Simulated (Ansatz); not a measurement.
**SnTe: what a guessed cell relaxes into**

Aim: relax a trial structure of SnTe and see where it ends.

Computed with Ansatz 0.2.0 (DFT PBE, scalar-relativistic, plane waves, PAW, unless a step's input says otherwise).

## 1. Starting point

Symmetry: Pm-3m, No. 221, cubic system. The conventional cell has a = 3.905 Å, b = 3.905 Å, c = 3.905 Å, α = 90.00°, β = 90.00°, γ = 90.00°. Sn (site symmetry m-3m) is surrounded by 8 Te at 3.38 Å. Te (site symmetry m-3m) is surrounded by 8 Sn at 3.38 Å.

Coordinates:

```cif
data_structure
_symmetry_space_group_name_H-M 'P 1'
_symmetry_Int_Tables_number 1
_cell_length_a 3.9047
_cell_length_b 3.9047
_cell_length_c 3.9047
_cell_angle_alpha 90.000
_cell_angle_beta 90.000
_cell_angle_gamma 90.000
_cell_volume 59.53
loop_
_atom_site_label
_atom_site_type_symbol
_atom_site_fract_x
_atom_site_fract_y
_atom_site_fract_z
_atom_site_occupancy
Sn1 Sn 0.00000 0.00000 0.00000 1
Te1 Te 0.50000 0.50000 0.50000 1
```

The start is a polymorph listed in a database, not an invented cell.

## 2. A first look at the guess

The input, input.yaml:

```yaml
crystal:
  lattice:
    - [3.90470004, 0.0, 0.0]
    - [0.0, 3.90470004, 0.0]
    - [0.0, 0.0, 3.90470004]
  atoms:
    - { symbol: Sn, position: [0.0, 0.0, 0.0] }
    - { symbol: Te, position: [0.5, 0.5, 0.5] }
basis:
  ecutwfc: 420
kpoints:
  mp_grid: { grid: [4, 4, 4] }
hamiltonian:
  xc: pbe
scf:
  occupations: { method: gaussian, width: 0.1 }
  lower_state_search: "off"
output:
  forces: true
  stress: true
  eigenvalues: true
```

Launch:

```console
ansatz run input.yaml --threads 1 --pin off --max-ram 2560MiB --backend cpu --events-out ev --progress --plain --runs-dir out
```

Output:

```text
Warning: RAYON_NUM_THREADS=1 ignored (pool sized by the plan → 1); use --threads N
Engine: ansatz 0.2.0, x86_64-unknown-linux-gnu
Pseudopotentials: kind: paw
Pseudopotential: Sn, paw, valence charge 14, recommended cutoff 420 eV (normal), Sn.paw.azcp
Pseudopotential: Te, paw, valence charge 16, recommended cutoff 420 eV (normal), Te.paw.azcp
Functional definition: PBE
  parameter kappa = 0.804
  parameter beta = 0.06672455060314922
  exchange = pbe_x(kappa = kappa, mu = beta*pi^2/3)
  correlation = pbe_c(beta = beta)
Crystal: 2 atoms, lattice volume = 59.534 Å³
Basis set: ecut = 420 eV, 1189 PW (Γ), exchange–correlation on 54×54×54 points (8 copies of the dense FFT grid, shifted against one another)
Bands: 19, of which v1, the nominal top of the filled ones, is band 15 counted from 1 (14 counted from 0)
Symmetry: 48 space group operations
Space group: Pm-3m (ITA 221), of the structure as read, at distance tolerance 3.9e-5 Å
k-points: 10 of 64
Non-local potential: Sn, projectors of the file, l = 0: 2, l = 1: 2, l = 2: 2, l = 3: 2
Non-local potential: Te, projectors of the file, l = 0: 2, l = 1: 2, l = 2: 2, l = 3: 2
PAW form: soft (Blöchl's): semilocal exchange-correlation on the pseudo side does not see the compensation charge
PAW one-centre angular grid: Sn, 590 points (default); XC on 64 Gauss nodes
PAW one-centre angular grid: Te, 590 points (default); XC on 64 Gauss nodes
Initial density: superposition of atomic densities (neutral atoms: chi_scale 0, normalization atom), corrected by the library's trained network
Initial wavefunctions: pseudopotential atomic-orbital guess
Functional: x = pbe(κ = 0.804, μ = 0.2195149727645171), c = pbe(β = 0.06672455060314922)
SCF iter   1: F=—  HF=-13004.100644 eV  |F-HF|=—  |Δ(HF+E_count)|=         —  Δρ=3.17e-3  dr2=1.64e-2  ethr=1.77e-3  ⟨swp⟩=6.7  Hψ=997  notcnv=0
preconditioner: auto → Kerker (q_TF=auto, 2.434 Å⁻¹)  [metal: Δε(μ)=0.094 eV  Ē_g=8.469 eV  σ=0.100 eV  W_gap=0.47  n_scr=18 (ndim 8)  ℏωp=15.2 eV  f_vac=0.000  D(μ)=3.74/eV (n_scr^D=32)]
SCF iter   2: F=—  HF=-13004.097836 eV  |F-HF|=—  |Δ(HF+E_count)|=   2.81e-3  Δρ=2.10e-3  dr2=7.26e-3  ethr=5.47e-5  ⟨swp⟩=1.2  Hψ=278  notcnv=0
SCF iter   3: F=—  HF=-13004.096836 eV  |F-HF|=—  |Δ(HF+E_count)|=   1.00e-3  Δρ=5.51e-4  dr2=1.92e-4  ethr=2.42e-5  ⟨swp⟩=1.6  Hψ=227  notcnv=0
SCF iter   4: F=—  HF=-13004.096742 eV  |F-HF|=—  |Δ(HF+E_count)|=   9.40e-5  Δρ=2.63e-4  dr2=4.93e-5  ethr=6.39e-7  ⟨swp⟩=2.4  Hψ=333  notcnv=0
SCF iter   5: F=—  HF=-13004.096796 eV  |F-HF|=—  |Δ(HF+E_count)|=   5.42e-5  Δρ=1.57e-4  dr2=1.58e-5  ethr=1.64e-7  ⟨swp⟩=2.0  Hψ=343  notcnv=0
SCF iter   6: F=—  HF=-13004.096788 eV  |F-HF|=—  |Δ(HF+E_count)|=   8.65e-6  Δρ=5.78e-5  dr2=1.15e-6  ethr=5.27e-8  ⟨swp⟩=2.0  Hψ=319  notcnv=0
SCF iter   7: F=-13004.096786 eV  HF=-13004.096787 eV  |F-HF|=4.80e-8  |Δ(HF+E_count)|=   1.08e-6  Δρ=1.18e-5  dr2=5.32e-8  ethr=3.33e-10  ⟨swp⟩=4.8  Hψ=961  notcnv=0
SCF 1 converged in 7 iterations: F = -13004.096786 eV  dr2 = 5.32e-8
SCF converged after 7 iterations
Free energy (F): -13004.096786 eV
Harris-Foulkes:  -13004.096787 eV  (|F-HF|=4.80e-8)
Internal energy: -13004.074677 eV  (E = F + TS)
E sigma→0 (E₀):  -13004.085732 eV
Entropy (-TS):   -0.022110 eV (-11.055 meV/atom)
Fermi energy:    9.888834 eV
--- Per-component energies (eV) ---
  E_band       = -332.164092
  E_kinetic    = 365.029313
  E_local      = -1968.460151  (includes V_loc(G=0)·N_el)
  E_nonlocal   = -343.329234
  E_hartree    = 1272.260186
  E_xc         = -507.192310
  E_vxc        = -200.227346  (∫ρ·V_xc dr)
  E_paw        = -8795.226720  (= ΣΔE_a)
  E_vpaw       = -729.702506  (= ΣTr[D̂ρ^β])
  E_aug_tail   = -0.000167  (compensation charges beyond the density's cutoff)
  E_ewald      = -3027.155594
  E_smearing   = -0.022110  (= −TS)
  E_closure    = -0.000000  (closes the sum)
  Σ components = -13004.096786   (vs F -13004.096786, Δ=0.00e0)
--- Forces (eV/Å), atoms counted from 1 ---
  atom   1  Sn     0.00000000     0.00000000     0.00000000
  atom   2  Te    -0.00000000     0.00000000     0.00000000
  max |Σ_I F_I| component: 2.63e-30 eV/Å
--- Stress (GPa, compression-positive) ---
       -0.052451       0.000000       0.000000
        0.000000      -0.052451       0.000000
        0.000000       0.000000      -0.052451
  P = ⅓ Tr σ = -0.0525 GPa (-0.525 kbar)
--- Band table (eV; the first three rows and the last of 10) ---
  k-point 0: bands = ["-26.6899", "-26.6899", "-26.6843", "-26.6843", "-26.6843", "-11.6544", "-11.6544", "-11.6162", "-11.6162", "-11.6162", "-2.4035", "4.6156", "8.1867", "8.1867", "8.1867", "13.5209", "13.5209", "15.2739", "15.2739"]
  k-point 1: bands = ["-26.6899", "-26.6872", "-26.6849", "-26.6849", "-26.6842", "-11.6538", "-11.6382", "-11.6216", "-11.6216", "-11.6159", "-1.9431", "3.2469", "8.4029", "8.7317", "8.7317", "12.8195", "13.7847", "13.7847", "14.0546"]
  k-point 2: bands = ["-26.6898", "-26.6855", "-26.6855", "-26.6845", "-26.6842", "-11.6532", "-11.6270", "-11.6270", "-11.6220", "-11.6156", "-1.2305", "1.7829", "9.6481", "9.6481", "9.9149", "10.1216", "12.1166", "12.1166", "15.3403"]
  k-point 9: bands = ["-26.6868", "-26.6868", "-26.6868", "-26.6817", "-26.6817", "-11.6383", "-11.6383", "-11.6383", "-11.6031", "-11.6031", "0.0667", "4.6998", "7.0509", "7.0509", "7.0509", "8.6391", "8.6391", "8.6391", "23.8052"]
```

Run time: 0.63 s. Hardware: 1 thread of Intel Xeon 6975P-C (Granite Rapids), shared host; peak memory 0.34 GiB.

From the probe: pressure -0.1 GPa, largest force 0.00 eV/Å, gap on this mesh none (metal). The coarse relaxation is skipped.

## 3. Final relaxation

Changes to input.yaml since step 2:

```diff
@@ -11,3 +11,3 @@
 kpoints:
-  mp_grid: { grid: [4, 4, 4] }
+  mp_grid: { grid: [14, 14, 14] }
 hamiltonian:
@@ -16,3 +16,2 @@
   occupations: { method: gaussian, width: 0.1 }
-  lower_state_search: "off"
 output:
@@ -21 +20,10 @@
   eigenvalues: true
+  write_density: true
+  write_potential: true
+  elf: true
+  volumetric_format: npy
+relax:
+  adjacent_minimum: "off"
+  f_tol: 0.01
+  max_steps: 80
+  cell: { stress_tol: 0.05 }
```

Launch:

```console
ansatz run input.yaml --threads 1 --pin off --max-ram 2560MiB --backend cpu --events-out ev --progress --plain --runs-dir out
```

Output:

```text
Warning: RAYON_NUM_THREADS=1 ignored (pool sized by the plan → 1); use --threads N
[... 9 set-up lines as earlier in the session ...]
Crystal: 2 atoms, lattice volume = 59.534 Å³
Basis set: ecut = 420 eV, 1189 PW (Γ), exchange–correlation on 54×54×54 points (8 copies of the dense FFT grid, shifted against one another)
Bands: 19, of which v1, the nominal top of the filled ones, is band 15 counted from 1 (14 counted from 0)
[... 2 set-up lines as earlier in the session ...]
k-points: 120 of 2744
[... 8 set-up lines as earlier in the session ...]
SCF iter   1: F=—  HF=-13004.267296 eV  |F-HF|=—  |Δ(HF+E_count)|=         —  Δρ=1.36e-3  dr2=1.45e-3  ethr=1.77e-3  ⟨swp⟩=6.1  Hψ=11564  notcnv=0
preconditioner: auto → Kerker (q_TF=auto, 2.434 Å⁻¹)  [metal: Δε(μ)=0.007 eV  Ē_g=8.460 eV  σ=0.100 eV  W_gap=0.04  n_scr=18 (ndim 8)  ℏωp=15.2 eV  f_vac=0.000  D(μ)=1.19/eV (n_scr^D=6)]
SCF iter   2: F=—  HF=-13004.265863 eV  |F-HF|=—  |Δ(HF+E_count)|=   1.43e-3  Δρ=8.59e-4  dr2=6.58e-4  ethr=4.84e-6  ⟨swp⟩=2.9  Hψ=5651  notcnv=0
SCF iter   3: F=—  HF=-13004.265941 eV  |F-HF|=—  |Δ(HF+E_count)|=   7.87e-5  Δρ=3.22e-4  dr2=3.96e-5  ethr=2.19e-6  ⟨swp⟩=2.0  Hψ=3491  notcnv=0
SCF iter   4: F=—  HF=-13004.265942 eV  |F-HF|=—  |Δ(HF+E_count)|=   9.59e-7  Δρ=1.44e-4  dr2=8.69e-6  ethr=1.32e-7  ⟨swp⟩=2.0  Hψ=3953  notcnv=0
SCF iter   5: F=—  HF=-13004.265940 eV  |F-HF|=—  |Δ(HF+E_count)|=   2.70e-6  Δρ=4.42e-5  dr2=1.01e-6  ethr=2.90e-8  ⟨swp⟩=2.0  Hψ=4092  notcnv=0
SCF iter   6: F=—  HF=-13004.265939 eV  |F-HF|=—  |Δ(HF+E_count)|=   5.89e-7  Δρ=1.58e-5  dr2=1.37e-7  ethr=3.38e-9  ⟨swp⟩=2.0  Hψ=4079  notcnv=0
SCF iter   7: F=-13004.265939 eV  HF=-13004.265939 eV  |F-HF|=2.00e-8  |Δ(HF+E_count)|=   8.84e-8  Δρ=4.60e-6  dr2=1.62e-8  ethr=3.33e-10  ⟨swp⟩=9.9  Hψ=16368  notcnv=0
SCF 1 converged in 7 iterations: F = -13004.265939 eV  dr2 = 1.62e-8
relax step   1: F+E_penalty+E_count = -13004.26593899 eV  Δ(F+E_penalty+E_count) = +0.000e0 eV  max|allowed force component| = 8.046e-29 eV/Å  Δτ_max = 0.0000 Å  P = -0.559 GPa  Ω = 59.534 Å³  (7 SCF iters, dr2 threshold 1.00e-7 eV, accepted)
Crystal: 2 atoms, lattice volume = 58.734 Å³
Initial density: handed on by an earlier stage of this run
Initial wavefunctions: those handed on with the density
iter 1 solved again at ethr=8.12e-7 eV; its pass at ethr=3.10e-3 eV (dr2=2.44e-4 eV) is discarded
SCF iter   1: F=—  HF=-13004.267509 eV  |F-HF|=—  |Δ(HF+E_count)|=         —  Δρ=3.66e-4  dr2=2.17e-4  ethr=8.12e-7  ⟨swp⟩=3.0  Hψ=14586  notcnv=0
preconditioner: auto → Kerker (q_TF=auto, 2.439 Å⁻¹)  [metal: Δε(μ)=0.013 eV  Ē_g=16.891 eV  σ=0.100 eV  W_gap=0.07  n_scr=18 (ndim 8)  ℏωp=21.7 eV  f_vac=0.000  D(μ)=1.15/eV (n_scr^D=6)]
SCF iter   2: F=—  HF=-13004.267472 eV  |F-HF|=—  |Δ(HF+E_count)|=   3.62e-5  Δρ=2.07e-4  dr2=7.00e-5  ethr=7.24e-7  ⟨swp⟩=1.0  Hψ=2284  notcnv=0
SCF iter   3: F=—  HF=-13004.267487 eV  |F-HF|=—  |Δ(HF+E_count)|=   1.44e-5  Δρ=3.91e-5  dr2=9.41e-7  ethr=2.33e-7  ⟨swp⟩=2.0  Hψ=2701  notcnv=0
SCF iter   4: F=-13004.267487 eV  HF=-13004.267487 eV  |F-HF|=2.53e-9  |Δ(HF+E_count)|=   2.24e-7  Δρ=1.26e-5  dr2=1.29e-7  ethr=6.67e-10  ⟨swp⟩=11.4  Hψ=17176  notcnv=0
SCF 2 converged in 4 iterations: F = -13004.267487 eV  dr2 = 1.29e-7
relax step   2: F+E_penalty+E_count = -13004.26748703 eV  Δ(F+E_penalty+E_count) = -1.548e-3 eV  max|allowed force component| = 4.142e-30 eV/Å  Δτ_max = 0.0000 Å  P = +0.003 GPa  Ω = 58.734 Å³  energy of the carried Pulay correction = +1.397e-4 eV  (4 SCF iters, dr2 threshold 2.00e-7 eV, accepted)
Initial wavefunctions: pseudopotential atomic-orbital guess (no wavefunctions were taken with the density)
iter 1 solved again at ethr=1.05e-7 eV; its pass at ethr=3.10e-3 eV (dr2=3.16e-5 eV) is discarded
SCF iter   1: F=—  HF=-13004.267320 eV  |F-HF|=—  |Δ(HF+E_count)|=         —  Δρ=1.77e-5  dr2=1.45e-7  ethr=1.05e-7  ⟨swp⟩=3.3  Hψ=17846  notcnv=0
preconditioner: auto → Kerker (q_TF=auto, 2.439 Å⁻¹)  [metal: Δε(μ)=0.010 eV  Ē_g=16.886 eV  σ=0.100 eV  W_gap=0.06  n_scr=18 (ndim 8)  ℏωp=21.7 eV  f_vac=0.000  D(μ)=1.15/eV (n_scr^D=6)]
SCF iter   2: F=—  HF=-13004.267349 eV  |F-HF|=—  |Δ(HF+E_count)|=   2.91e-5  Δρ=1.10e-5  dr2=6.59e-8  ethr=4.83e-10  ⟨swp⟩=2.7  Hψ=4187  notcnv=0
SCF iter   3: F=—  HF=-13004.267349 eV  |F-HF|=—  |Δ(HF+E_count)|=   2.27e-8  Δρ=3.03e-6  dr2=7.58e-9  ethr=2.20e-10  ⟨swp⟩=2.0  Hψ=3696  notcnv=0
SCF iter   4: F=—  HF=-13004.267349 eV  |F-HF|=—  |Δ(HF+E_count)|=   1.15e-9  Δρ=4.99e-7  dr2=7.53e-11  ethr=2.53e-11  ⟨swp⟩=2.0  Hψ=2881  notcnv=0
SCF iter   5: F=-13004.267349 eV  HF=-13004.267349 eV  |F-HF|=1.46e-11  |Δ(HF+E_count)|=  3.09e-11  Δρ=1.07e-7  dr2=7.31e-12  ethr=1.00e-12  ⟨swp⟩=7.8  Hψ=12834  notcnv=0
SCF 3 converged in 5 iterations: F = -13004.267349 eV  dr2 = 7.31e-12
relax step   3: F+E_penalty+E_count = -13004.26734907 eV  Δ(F+E_penalty+E_count) = +1.380e-4 eV  max|allowed force component| = 3.418e-30 eV/Å  Δτ_max = 0.0000 Å  P = +0.003 GPa  Ω = 58.734 Å³  stress off target by 3.10e-3 GPa  SCF on the basis re-selected at this cell (its energy is not comparable with the rows above)  (5 SCF iters)
basis re-selected at this cell: Δ(F+E_penalty+E_count) = +1.380e-4 eV, ΔP = +0.001 GPa vs the last step (what re-selecting the basis moved, of the pressure what is left beyond the Pulay correction that the steps carried, after the strain that the cell walked since its last selection, with what the two solves' SCF thresholds leave and, on support functions, any second-order correction that the steps lacked; it is no measure of the basis error at this ecutwfc). This SCF's stress stands 3.10e-3 GPa from its target on what of the cell is left free (relax.cell.stress_tol is 5.00e-2 GPa) and its largest allowed force component is 3.42e-30 eV/Å (relax.f_tol is 1.00e-2 eV/Å): within both
SCF converged after 5 iterations
Free energy (F): -13004.267349 eV
Harris-Foulkes:  -13004.267349 eV  (|F-HF|=1.46e-11)
Internal energy: -13004.261588 eV  (E = F + TS)
E sigma→0 (E₀):  -13004.264469 eV
Entropy (-TS):   -0.005761 eV (-2.881 meV/atom)
Fermi energy:    10.090430 eV
--- Per-component energies (eV) ---
  E_band       = -327.020625
  E_kinetic    = 365.085168
  E_local      = -1946.574716  (includes V_loc(G=0)·N_el)
  E_nonlocal   = -343.322450
  E_hartree    = 1264.033773
  E_xc         = -507.291690
  E_vxc        = -200.381214  (∫ρ·V_xc dr)
  E_paw        = -8795.350510  (= ΣΔE_a)
  E_vpaw       = -729.894641  (= ΣTr[D̂ρ^β])
  E_aug_tail   = -0.000205  (compensation charges beyond the density's cutoff)
  E_ewald      = -3040.840957
  E_smearing   = -0.005761  (= −TS)
  E_closure    = 0.000000  (closes the sum)
  Σ components = -13004.267349   (vs F -13004.267349, Δ=0.00e0)
--- Forces (eV/Å), atoms counted from 1 ---
  atom   1  Sn     0.00000000     0.00000000    -0.00000000
  atom   2  Te    -0.00000000    -0.00000000     0.00000000
  max |Σ_I F_I| component: 6.84e-30 eV/Å
--- Stress (GPa, compression-positive) ---
        0.003099      -0.000000       0.000000
       -0.000000       0.003099      -0.000000
        0.000000      -0.000000       0.003099
  P = ⅓ Tr σ = 0.0031 GPa (0.031 kbar)
--- Band table (eV; the first three rows and the last of 120) ---
  k-point 0: bands = ["-26.4783", "-26.4783", "-26.4732", "-26.4732", "-26.4732", "-11.5032", "-11.5032", "-11.4639", "-11.4639", "-11.4639", "-2.2831", "4.8463", "8.3646", "8.3646", "8.3646", "13.6909", "13.6909", "15.5583", "15.5583"]
  k-point 1: bands = ["-26.4783", "-26.4781", "-26.4733", "-26.4733", "-26.4732", "-11.5032", "-11.5016", "-11.4645", "-11.4645", "-11.4639", "-2.2424", "4.7032", "8.3518", "8.4121", "8.4121", "13.7349", "13.9500", "15.3241", "15.4038"]
  k-point 2: bands = ["-26.4783", "-26.4772", "-26.4734", "-26.4734", "-26.4732", "-11.5030", "-11.4968", "-11.4661", "-11.4661", "-11.4638", "-2.1222", "4.3043", "8.3686", "8.5524", "8.5524", "13.8668", "14.2103", "14.9758", "14.9758"]
  k-point 119: bands = ["-26.4759", "-26.4759", "-26.4759", "-26.4695", "-26.4695", "-11.4872", "-11.4872", "-11.4872", "-11.4494", "-11.4494", "0.2769", "4.8941", "7.2125", "7.2125", "7.2125", "8.7842", "8.7842", "8.7842", "24.1602"]
--- Relaxed structure (2 steps of the walk, 2 accepted, 1 SCFs on fresh bases) ---
  F+E_penalty+E_count = -13004.26734907 eV   max|allowed force component| = 3.418e-30 eV/Å   (the final SCF, on the basis selected at the relaxed cell)
  cell:  # Å, volume = 58.7335 Å³
    - [3.887126862785116, 2.246918268451775e-34, 3.209883240645393e-35]
    - [2.246918268451775e-34, 3.887126862785116, 3.209883240645393e-35]
    - [1.6049416203226964e-34, 3.209883240645393e-35, 3.887126862785116]
  atoms:
    - { symbol: Sn, position: [4.726823685465737e-35, 6.165422198433571e-36, 6.434446986835036e-86] }
    - { symbol: Te, position: [0.5, 0.5, 0.5] }
```

Wall time 13 s (1 thread of Intel Xeon 6975P-C (Granite Rapids), shared host); peak memory 0.46 GiB.

Relaxation path:

```csv
step,energy from step 1 (eV/cell),largest force component (eV/Å),pressure (GPa),volume (Å³)
1,0.0000,0.0000,-0.56,59.53
2,-0.0015,0.0000,0.00,58.73
3,-0.0014,0.0000,0.00,58.73
```

Step 1 is the start. Step 3 repeats the geometry before it on a plane-wave basis chosen anew for that cell, so its energy need not be comparable with the rows above.

|  | before | after | change |
| --- | --- | --- | --- |
| a (Å) | 3.905 | 3.887 | -0.5 % |
| b (Å) | 3.905 | 3.887 | -0.5 % |
| c (Å) | 3.905 | 3.887 | -0.5 % |
| volume (Å³/atom) | 29.77 | 29.37 | -1.3 % |
| shortest distance (Å) | 3.382 | 3.366 | -0.5 % |
| space group (0.01 Å) | Pm-3m | Pm-3m | same |

Forces and stress were held to the start's 48 operations: a distortion of lower symmetry was not tested.

Density in a lattice plane of the grid's cell (edges 3.89 and 3.89 Å, at 0.000 of the third edge), which holds Sn.

Ten even steps from '0' (0.06 e/Å³) to '9' (16.50 e/Å³):
```
875210000000000000001257
443100000000000000000134
211000000000000000000011
000000000000000000000000
000000000000000000000000
000000000000000000000000
000000000000000000000000
000000000000000000000000
000000000000000000000000
000000000000000000000000
000000000000000000000000
000000000000000000000000
000000000000000000000000
000000000000000000000000
000000000000000000000000
000000000000000000000000
211000000000000000000011
443100000000000000000134
875210000000000000001257
986310000000000000001368
```
Columns run along the first of these edges and rows up along the second, over one cell in 24 and 20 even steps from the bottom left corner. Atoms in the plane (fractional): Sn at (0.00, 1.00).

ELF in the same plane.

Ten even steps from ' ' (0.00) to '@' (0.36):
```
      ::**@@@@@@%%**==::::::==**%%@@@@@@**::    
    ::++%%@@@@@@%%**==::::::==**%%@@@@@@%%++::  
====**%%@@@@@@%%##++==::::::==++##%%@@@@@@%%**==
%%@@@@@@@@@@@@%%**++--::::::--++**%%@@@@@@@@@@@@
@@@@@@@@@@%%%%##++==--::::::--==++##%%%%@@@@@@@@
@@@@@@%%%%%%**++==----::::::----==++**%%%%%%@@@@
%%%%%%##**++====----::::::::::----====++**##%%%%
++++++====--------::::::::::::::--------====++++
----------::::::::::::::::::::::::::::::--------
::::::::::::::::::::::::::::::::::::::::::::::::
----------::::::::::::::::::::::::::::::--------
++++++====--------::::::::::::::--------====++++
%%%%%%##**++====----::::::::::----====++**##%%%%
@@@@@@%%%%%%**++==----::::::----==++**%%%%%%@@@@
@@@@@@@@@@%%%%##++==--::::::--==++##%%%%@@@@@@@@
%%@@@@@@@@@@@@%%**++--::::::--++**%%@@@@@@@@@@@@
====**%%@@@@@@%%##++==::::::==++##%%@@@@@@%%**==
    ::++%%@@@@@@%%**==::::::==**%%@@@@@@%%++::  
      ::**@@@@@@%%**==::::::==**%%@@@@@@**::    
      ::++@@@@@@%%##==::::::==##%%@@@@@@++::    
```
Columns run along the first of these edges and rows up along the second, over one cell in 24 and 20 even steps from the bottom left corner. Atoms in the plane (fractional): Sn at (0.00, 1.00).

Both are smooth fields of the valence electrons: close to the nuclei they are not physical.

Maxima of ELF outside the ion cores: 0.64 beside Te, off the lines to its neighbours, 1.2 Å from Te.

## 4. Outcome

| quantity | value |
| --- | --- |
| symmetry at the end (tolerance 0.05 Å) | space group Pm-3m (No. 221) |
| conventional cell | a = 3.887 Å, b = 3.887 Å, c = 3.887 Å, α = 90.00°, β = 90.00°, γ = 90.00° |
| volume | 29.37 Å³/atom |
| energy over the elements, grey Sn | -0.05 eV/atom |
| gap on the mesh | none (metal) |

In words: The space group Pm-3m (No. 221) is kept, and the volume per atom shrinks by 1.3 % from the first guess. The formation energy of this structure is too near zero to say whether it is bound against the elements. No finished test with a distortion of lower symmetry is shown, so the end may be a saddle point. The runs treat Te without spin-orbit coupling.
